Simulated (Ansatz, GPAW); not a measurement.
# Ballistic transport through BN in line between two Pb chains, from relaxation to T(E), part 3 of 4

Aim: the conductance of BN in line between two Pb chains after relaxation, and whether geometry, basis or functional moves it most.

GPAW 26.7.0 and Ansatz 0.2.0; Ansatz plane waves; relaxation of the junction with the lead ends held; PAW set soft_1 (the session's first sound run).

So far, transmission at the Fermi level (one spin): step 3 (plane-wave reference (PBE)) 0.633.

### 4. GPAW, dzp

The script solves lead and junction separately, takes H and S in the orbital basis, and joins semi-infinite leads through their self-energies; the dzp basis is the working standard.

This step: GPAW LCAO, PAW setups; Landauer transmission from Green's functions with principal layers (ASE), zero bias (GPAW 26.7.0).

Contents of run.py:

```python
import json
import numpy as np
from ase import Atoms
from ase.transport.calculators import TransportCalculator
from gpaw import GPAW, FermiDirac
from gpaw.lcao.tools import get_lcao_hamiltonian
from scipy.linalg import eigh

# The junction with lead layers at both ends, along the third cell vector
device = Atoms(
    ['Pb', 'Pb', 'Pb', 'Pb', 'Pb', 'Pb', 'B', 'N', 'Pb', 'Pb', 'Pb', 'Pb', 'Pb', 'Pb'],
    positions=[
        [4.50000, 4.50000, 1.45000],
        [4.50000, 4.50000, 4.35000],
        [4.50000, 4.50000, 7.25000],
        [4.50000, 4.50000, 10.15000],
        [5.32628, 4.68258, 12.99131],
        [3.45282, 4.32104, 15.41194],
        [4.44713, 4.56280, 17.58862],
        [4.61140, 4.63824, 18.87251],
        [5.39212, 5.08539, 20.80965],
        [4.81697, 4.74788, 24.39058],
        [4.50000, 4.50000, 27.27500],
        [4.50000, 4.50000, 30.17500],
        [4.50000, 4.50000, 33.07500],
        [4.50000, 4.50000, 35.97500]],
    cell=[[9.0, 0.0, 0.0], [0.0, 9.0, 0.0], [0.0, 0.0, 37.425]],
    pbc=True)

# One principal layer of the lead: the first 3 atoms of the device
lead = Atoms(
    ['Pb', 'Pb', 'Pb'],
    positions=[
        [4.50000, 4.50000, 1.45000],
        [4.50000, 4.50000, 4.35000],
        [4.50000, 4.50000, 7.25000]],
    cell=[[9.0, 0.0, 0.0], [0.0, 9.0, 0.0], [0.0, 0.0, 8.7]],
    pbc=True)

settings = dict(mode='lcao', basis='dzp', xc='PBE', h=0.18,
                occupations=FermiDirac(0.1), maxiter=250,
                mixer=dict(beta=0.1, nmaxold=8, weight=100.0),
                convergence=dict(density=0.0001))
energies = np.arange(-2, 2 + 1e-9, 0.025)
eta = 0.0001
n1, n2 = 1, 1
# k and -k transmit alike, so half of the mesh across the current serves
mesh = [(i, j) for i in range(n1) for j in range(n2) if (i, j) <= (-i % n1, -j % n2)]
weights = np.array([1 if (i, j) == (-i % n1, -j % n2) else 2 for i, j in mesh]) / (n1 * n2)

# [... helper functions left out ...]
fermi_lead = ground_state(lead, (1, 1, 13), 'lead.txt')
fermi_device = ground_state(device, (1, 1, 2), 'device.txt')
# [... loop over the mesh left out, but for ...]
        # Shift the lead onto the potential of the device's first layer
        shift = ((H[:, 0, 0] - H0[:, 0, 0]) / S0[0, 0]).real.mean()
# [...]
kT = 8.617333e-5 * 300
bias = [0.1, 0.2, 0.5, 1.0, 1.5, 2.0]
# [... integrals and printing left out ...]
```

On the command line:

```sh
OMP_NUM_THREADS=1 OPENBLAS_NUM_THREADS=1 python run.py
```

Numbers of over 12 decimals in the logs are rounded to 6 here.

The program printed:

```text
basis functions: device 302, principal layer 69
Fermi level: lead -2.5491 eV, device -2.4861 eV; lead shifted by 0.0136 eV
largest coupling past the next layer 2.76e-08 eV, largest misfit of the first layer 0.025 eV
  E-E_F (eV)   T (one spin)  channels
    -2.000    5.2764e-03    1.0000
    -1.975    4.0751e-03    1.0000
    -1.950    3.1206e-03    1.0000
    -1.925    2.3600e-03    1.0000
    -1.900    1.7540e-03    1.0000
    -1.875    1.2730e-03    1.0000
    -1.850    8.9429e-04    1.0000
    -1.825    6.0013e-04    1.0000
    -1.800    3.7671e-04    1.0000
    -1.775    2.1309e-04    1.0000
    -1.750    1.0056e-04    1.0000
    -1.725    3.2135e-05    1.0000
    -1.700    2.2314e-06    1.0000
    -1.675    6.3552e-06    1.0000
    -1.650    4.0909e-05    1.0000
    -1.625    1.0303e-04    1.0000
[...]
1.825    7.1567e-02    3.0000
     1.850    7.0384e-02    3.0000
     1.875    6.9359e-02    3.0000
     1.900    6.8480e-02    3.0000
     1.925    6.7733e-02    3.0000
     1.950    6.7109e-02    3.0000
     1.975    6.6596e-02    3.0000
     2.000    6.6186e-02    3.0000
conductance at 300 K: 0.69065 G0 a cell; thermopower -16.07 uV/K
current from the zero-bias T(E) at 0.1 V: 5.3504 uA
current from the zero-bias T(E) at 0.2 V: 10.698 uA
current from the zero-bias T(E) at 0.5 V: 26.849 uA
current from the zero-bias T(E) at 1.0 V: 54.497 uA
current from the zero-bias T(E) at 1.5 V: 75.752 uA
current from the zero-bias T(E) at 2.0 V: 86.808 uA
```

The job ended after 2.7 min (1 thread of Intel Xeon Platinum 8375C at 2.90GHz (Ice Lake), shared host; peak memory 1.8 GiB).

This step gave:

```yaml
conductance: 0.6906 G₀
thermopower: -16.07 μV/K
largest_coupling_past_the_next_principal_layer: 2.76e-8 eV
largest_misfit_of_the_first_principal_layer: 0.02544 eV
shift_that_aligns_the_lead: 0.01359 eV
basis_functions_of_the_junction: 302
basis_functions_of_a_principal_layer: 69
transmission_at_the_fermi_level_one_spin: 0.6912
```

One spin. The transmission, zone mean by energy, zero at the Fermi level:

energy (eV), transmission, zone mean and a bar:
```
   -2.000       0.01 
   -1.900       0.00 
   -1.800       0.00 
   -1.700       0.00 
   -1.600       0.00 
   -1.500       0.00 
   -1.400       0.00 
   -1.300       0.00 
   -1.200       0.00 
   -1.100       0.01 
   -1.000       0.01 
   -0.900       0.02 
   -0.800       0.03 #
   -0.700       0.06 #
   -0.600       0.09 ##
   -0.500       0.12 ###
   -0.400       0.17 ####
   -0.300       0.26 ######
   -0.200       0.39 #########
   -0.100       0.54 ############
    0.000       0.69 ################
    0.100       0.84 ###################
    0.200       1.00 #######################
    0.300       1.17 ###########################
    0.400       1.29 ##############################
    0.425       1.30 ##############################
    0.500       1.25 #############################
    0.600       1.08 #########################
    0.700       0.86 ####################
    0.800       0.66 ###############
    0.900       0.50 ############
    1.000       0.38 #########
    1.100       0.28 #######
    1.200       0.22 #####
    1.300       0.17 ####
    1.400       0.13 ###
    1.500       0.11 ###
    1.600       0.09 ##
    1.700       0.08 ##
    1.800       0.07 ##
    1.900       0.07 ##
    2.000       0.07 ##
```

Crossings of the lead's bands, unfolded to its shortest repeat. Open channels, zone mean against energy, zero at the Fermi level:

energy (eV), open channels, zone mean and a bar from the least value:
```
   -2.000       1.00 
   -1.800       1.00 
   -1.600       1.00 
   -1.400       1.00 
   -1.200       1.00 
   -1.000       1.00 
   -0.800       1.00 
   -0.600       3.00 ##############################
   -0.400       3.00 ##############################
   -0.200       3.00 ##############################
    0.000       3.00 ##############################
    0.200       3.00 ##############################
    0.400       3.00 ##############################
    0.600       3.00 ##############################
    0.800       3.00 ##############################
    1.000       3.00 ##############################
    1.200       3.00 ##############################
    1.400       3.00 ##############################
    1.600       3.00 ##############################
    1.800       3.00 ##############################
    2.000       3.00 ##############################
```

Not self-consistent under bias; the bias window is split evenly. The current through one cell, from the zero-bias transmission by bias:

```tsv
bias (V)	current through one cell, from the zero-bias transmission (μA)
0.100	5.35
0.200	10.7
0.500	26.8
1.000	54.5
1.500	75.8
2.000	86.8
```

Table of transmission of the three most open eigenchannels by energy, zero at the Fermi level:

```tsv
energy (eV)	channel 1	channel 2	channel 3
-2.000	0.00528	0	0
-1.800	3.8e-4	0	0
-1.600	1.9e-4	0	0
-1.400	0.00168	0	0
-1.200	0.00472	0	0
-1.000	0.0110	0	0
-0.800	0.0287	0	0
-0.600	0.0813	0.00776	9.0e-4
-0.400	0.120	0.0504	0.00192
-0.200	0.216	0.167	0.00327
0.000	0.453	0.234	0.00459
0.200	0.697	0.301	0.00544
0.400	0.918	0.364	0.00614
0.600	0.737	0.334	0.00703
0.800	0.451	0.199	0.00829
1.000	0.265	0.0996	0.0100
1.200	0.153	0.0518	0.0119
1.400	0.0879	0.0337	0.0121
1.600	0.0505	0.0327	0.00883
1.800	0.0390	0.0282	0.00569
2.000	0.0462	0.0162	0.00374
```

At the Fermi level T is 0.691 against 0.633 in plane waves. Couplings past the next layer reach 2.8e-8 eV, small enough to drop; the matrix elements of the cell's first layer differ from the bulk lead's by up to 0.025 eV. That layer keeps its own values in the calculation, and only beyond it is the lead taken as perfect. The Fermi levels of lead and junction count from different zeros of potential, one for each periodic cell; with both set to zero, the small remaining shift is what aligns them. Without spin-orbit coupling, which is large for these atoms, channel counts and T are those of the scalar-relativistic bands. By hand: G = 0.6906 × 77.48 μS = 53.5 μS, a resistance of 18.7 kΩ; at 0.1 V a linear junction would pass 5.35 μA, and the integral over the bias window gives 5.35 μA. Mott's formula, S = -(π²/3)(k_B²T/e) d ln T/dE, has the prefactor 7.33 μV/K·eV at 300 K; T = 0.6535 at -0.025 eV and 0.7286 at 0.025 eV give a slope of 2.17 per eV and S = -15.9 μV/K, beside -16.1 μV/K from the thermal integral, which interpolates the same grid.

### 5. Single-zeta polarised basis

The second zeta is dropped, the polarisation orbitals stay.

Edit run.py of step 4 so:

```diff
@@ -39,3 +39,3 @@
 
-settings = dict(mode='lcao', basis='dzp', xc='PBE', h=0.18,
+settings = dict(mode='lcao', basis='szp(dzp)', xc='PBE', h=0.18,
                 occupations=FermiDirac(0.1), maxiter=250,
```

The program printed:

```text
basis functions: device 186, principal layer 42
Fermi level: lead -2.7188 eV, device -2.6329 eV; lead shifted by 0.0054 eV
largest coupling past the next layer 2.75e-08 eV, largest misfit of the first layer 0.025 eV
  E-E_F (eV)   T (one spin)  channels
    -2.000    3.1749e-03    1.0000
    -1.975    2.5857e-03    1.0000
    -1.950    2.0829e-03    1.0000
[...]
1.975    6.4087e-02    3.0000
     2.000    6.3430e-02    3.0000
conductance at 300 K: 0.68138 G0 a cell; thermopower -16.57 uV/K
current from the zero-bias T(E) at 0.1 V: 5.2789 uA
current from the zero-bias T(E) at 0.2 V: 10.557 uA
current from the zero-bias T(E) at 0.5 V: 26.523 uA
current from the zero-bias T(E) at 1.0 V: 53.969 uA
current from the zero-bias T(E) at 1.5 V: 75.04 uA
current from the zero-bias T(E) at 2.0 V: 86.131 uA
```

The job ended after 2 min (1 thread; peak memory 1.8 GiB).

Numbers from this step:

```
conductance                                    : 0.6814 G₀
thermopower                                    : -16.57 μV/K
largest coupling past the next principal layer : 2.75e-8 eV
largest misfit of the first principal layer    : 0.02541 eV
shift that aligns the lead                     : 0.005410 eV
basis functions of the junction                : 186
basis functions of a principal layer           : 42
transmission at the Fermi level (one spin)     : 0.6818
```

One spin. Transmission, zone mean against energy, zero at the Fermi level:

```tsv
energy (eV)	transmission, zone mean
-2.000	0.00317
-1.800	3.6e-4
-1.600	8.7e-5
-1.400	0.00119
-1.200	0.00376
-1.000	0.00919
-0.800	0.0244
-0.600	0.0817
-0.400	0.160
-0.200	0.371
0.000	0.682
0.200	1.00
0.400	1.29
0.425	1.30
0.600	1.08
0.800	0.662
1.000	0.382
1.200	0.222
1.400	0.136
1.600	0.0924
1.800	0.0719
2.000	0.0634
```

The conductance, 0.681 G₀, lies 1.3 % below that of the dzp run.

### 6. Minimal basis

The minimal basis is the cheapest rung: no second zeta and no polarisation.

Edit run.py of step 5 so:

```diff
@@ -39,3 +39,3 @@
 
-settings = dict(mode='lcao', basis='szp(dzp)', xc='PBE', h=0.18,
+settings = dict(mode='lcao', basis='sz(dzp)', xc='PBE', h=0.18,
                 occupations=FermiDirac(0.1), maxiter=250,
```

The program printed:

```text
basis functions: device 116, principal layer 27
Fermi level: lead -2.6065 eV, device -2.5254 eV; lead shifted by 0.0183 eV
largest coupling past the next layer 2.77e-08 eV, largest misfit of the first layer 0.024 eV
  E-E_F (eV)   T (one spin)  channels
    -2.000    3.4183e-03    1.0000
    -1.975    2.8210e-03    1.0000
    -1.950    2.3059e-03    1.0000
[...]
1.975    5.7171e-02    3.0000
     2.000    5.6275e-02    3.0000
conductance at 300 K: 0.70421 G0 a cell; thermopower -16.67 uV/K
current from the zero-bias T(E) at 0.1 V: 5.4565 uA
current from the zero-bias T(E) at 0.2 V: 10.916 uA
current from the zero-bias T(E) at 0.5 V: 27.456 uA
current from the zero-bias T(E) at 1.0 V: 55.582 uA
current from the zero-bias T(E) at 1.5 V: 76.955 uA
current from the zero-bias T(E) at 2.0 V: 88.324 uA
```

Run time: 92 s. Hardware: 1 thread; peak memory 1.6 GiB.

Numbers from this step:

| Property | Result |
| --- | --- |
| conductance | 0.7042 G₀ |
| thermopower | -16.67 μV/K |
| largest coupling past the next principal layer | 2.77e-8 eV |
| largest misfit of the first principal layer | 0.02415 eV |
| shift that aligns the lead | 0.01833 eV |
| basis functions of the junction | 116 |
| basis functions of a principal layer | 27 |
| transmission at the Fermi level (one spin) | 0.7044 |

The conductance, 0.704 G₀, lies 2.0 % above that of the dzp run.

### 7. revPBE in the dzp basis: xc = "revPBE"

Back in the dzp basis, the functional changes from PBE to revPBE, to set the spread between functionals beside that between bases.

Edit run.py of step 6 so:

```diff
@@ -39,3 +39,3 @@
 
-settings = dict(mode='lcao', basis='sz(dzp)', xc='PBE', h=0.18,
+settings = dict(mode='lcao', basis='dzp', xc='revPBE', h=0.18,
                 occupations=FermiDirac(0.1), maxiter=250,
```

The program printed:

```text
basis functions: device 302, principal layer 69
Fermi level: lead -2.4495 eV, device -2.3844 eV; lead shifted by 0.0117 eV
largest coupling past the next layer 2.73e-08 eV, largest misfit of the first layer 0.024 eV
  E-E_F (eV)   T (one spin)  [channel counts left out]
    -2.000    4.5168e-03
    -1.975    3.4984e-03
    -1.950    2.6817e-03
[...]
1.975    6.6356e-02
     2.000    6.5985e-02
conductance at 300 K: 0.67628 G0 a cell; thermopower -16.28 uV/K
current from the zero-bias T(E) at 0.1 V: 5.2397 uA
current from the zero-bias T(E) at 0.2 V: 10.48 uA
current from the zero-bias T(E) at 0.5 V: 26.364 uA
current from the zero-bias T(E) at 1.0 V: 53.812 uA
current from the zero-bias T(E) at 1.5 V: 74.879 uA
current from the zero-bias T(E) at 2.0 V: 85.76 uA
```

Elapsed: 2.4 min, on 1 thread; peak memory 1.8 GiB.

Numbers from this step:

| Quantity | Value |
| --- | --- |
| conductance | 0.6763 G₀ |
| thermopower | -16.28 μV/K |
| largest coupling past the next principal layer | 2.73e-8 eV |
| largest misfit of the first principal layer | 0.02446 eV |
| shift that aligns the lead | 0.01168 eV |
| basis functions of the junction | 302 |
| basis functions of a principal layer | 69 |
| transmission at the Fermi level (one spin) | 0.6766 |

One spin. Table of transmission, zone mean by energy, zero at the Fermi level:

```tsv
energy (eV)	transmission, zone mean
-2.000	0.00452
-1.900	0.00150
-1.800	3.0e-4
-1.700	3.2e-8
-1.600	2.2e-4
-1.500	8.0e-4
-1.400	0.00172
-1.300	0.00301
-1.200	0.00479
-1.100	0.00731
-1.000	0.0111
-0.900	0.0173
-0.800	0.0291
-0.700	0.0637
-0.600	0.0906
-0.500	0.120
-0.400	0.170
-0.300	0.253
-0.200	0.376
-0.100	0.526
0.000	0.677
0.100	0.826
0.200	0.991
0.300	1.17
0.400	1.28
0.425	1.29
0.500	1.25
0.600	1.07
0.700	0.847
0.800	0.648
0.900	0.489
1.000	0.368
1.100	0.278
1.200	0.213
1.300	0.165
1.400	0.131
1.500	0.107
1.600	0.0907
1.700	0.0795
1.800	0.0723
1.900	0.0681
2.000	0.0660
```

The conductance, 0.676 G₀, lies 2.1 % below that of the dzp run.

### 8. The structure as built: geometry = "as built"

The dzp basis with PBE on the structure as first built shows what the relaxation was worth.

Edit run.py of step 7 so:

```diff
@@ -16,8 +16,8 @@
         [4.50000, 4.50000, 10.15000],
-        [5.32628, 4.68258, 12.99131],
-        [3.45282, 4.32104, 15.41194],
-        [4.44713, 4.56280, 17.58862],
-        [4.61140, 4.63824, 18.87251],
-        [5.39212, 5.08539, 20.80965],
-        [4.81697, 4.74788, 24.39058],
+        [4.50000, 4.50000, 13.05000],
+        [4.50000, 4.50000, 15.95000],
+        [4.50000, 4.50000, 18.14890],
+        [4.50000, 4.50000, 19.42890],
+        [4.50000, 4.50000, 21.47500],
+        [4.50000, 4.50000, 24.37500],
         [4.50000, 4.50000, 27.27500],
@@ -39,3 +39,3 @@
 
-settings = dict(mode='lcao', basis='dzp', xc='revPBE', h=0.18,
+settings = dict(mode='lcao', basis='dzp', xc='PBE', h=0.18,
                 occupations=FermiDirac(0.1), maxiter=250,
```

The program printed:

```text
basis functions: device 302, principal layer 69
Fermi level: lead -2.5491 eV, device -2.5850 eV; lead shifted by 0.0018 eV
largest coupling past the next layer 2.76e-08 eV, largest misfit of the first layer 0.054 eV
  E-E_F (eV)   T (one spin)  channels
    -2.000    4.4290e-02    1.0000
    -1.975    4.5409e-02    1.0000
    -1.950    4.6463e-02    1.0000
[...]
1.975    8.7592e-01    3.0000
     2.000    8.6279e-01    3.0000
conductance at 300 K: 1.3751 G0 a cell; thermopower -1.424 uV/K
current from the zero-bias T(E) at 0.1 V: 10.634 uA
current from the zero-bias T(E) at 0.2 V: 21.147 uA
current from the zero-bias T(E) at 0.5 V: 50.942 uA
current from the zero-bias T(E) at 1.0 V: 92.643 uA
current from the zero-bias T(E) at 1.5 V: 122.52 uA
current from the zero-bias T(E) at 2.0 V: 145.06 uA
```

The job ended after 2.5 min (1 thread; peak memory 1.8 GiB).

Numbers from this step:

```
conductance                                    : 1.375 G₀
largest coupling past the next principal layer : 2.76e-8 eV
largest misfit of the first principal layer    : 0.05414 eV
shift that aligns the lead                     : 0.001771 eV
transmission at the Fermi level (one spin)     : 1.382
```

One spin. The transmission, zone mean by energy, zero at the Fermi level:

energy (eV), transmission, zone mean and a bar:
```
   -2.000       0.04 
   -1.900       0.05 
   -1.800       0.05 
   -1.700       0.05 
   -1.600       0.06 
   -1.500       0.06 
   -1.400       0.06 
   -1.300       0.06 
   -1.200       0.06 
   -1.100       0.06 
   -1.000       0.07 
   -0.900       0.07 
   -0.800       0.07 
   -0.700       0.07 #
   -0.600       0.53 ###########
   -0.500       0.74 ################
   -0.400       0.86 ##################
   -0.300       1.02 ######################
   -0.200       1.19 ##########################
   -0.100       1.32 #############################
    0.000       1.38 ##############################
    0.050       1.39 ##############################
    0.100       1.38 ##############################
    0.200       1.33 #############################
    0.300       1.28 ############################
    0.400       1.23 ##########################
    0.500       1.18 #########################
    0.600       1.15 #########################
    0.700       1.13 ########################
    0.800       1.11 ########################
    0.900       1.09 #######################
    1.000       1.07 #######################
    1.100       1.06 #######################
    1.200       1.04 ######################
    1.300       1.03 ######################
    1.400       1.02 ######################
    1.500       1.01 ######################
    1.600       0.99 #####################
    1.700       0.98 #####################
    1.800       0.95 ####################
    1.900       0.91 ###################
    2.000       0.86 ##################
```

The conductance, 1.38 G₀, lies 99 % above that of the dzp run.

### 9. Cost and result by level

Times are wall times on the hardware named with each run. The series side by side:

```tsv
no.	run	conductance (G₀)	time	memory (GiB)
1	pw PBE	0.6328	82 s	3.6
2	dzp	0.6906	2.7 min	1.8
3	szp	0.6814	2 min	1.8
4	sz	0.7042	92 s	1.6
5	dzp revPBE	0.6763	2.4 min	1.8
6	asbuilt	1.375	2.5 min	1.8
```

[end of part 3 of 4]

[Logs are printed without paths, hosts, clocks, repeated set-up lines and the standing remarks that a program may print on its own settings, such as how far it seeks lower states.]

[Hosts, paths, dates, database ids (printed as entryN), source tags and the programs' standing remarks are cut or masked in the printed files.]
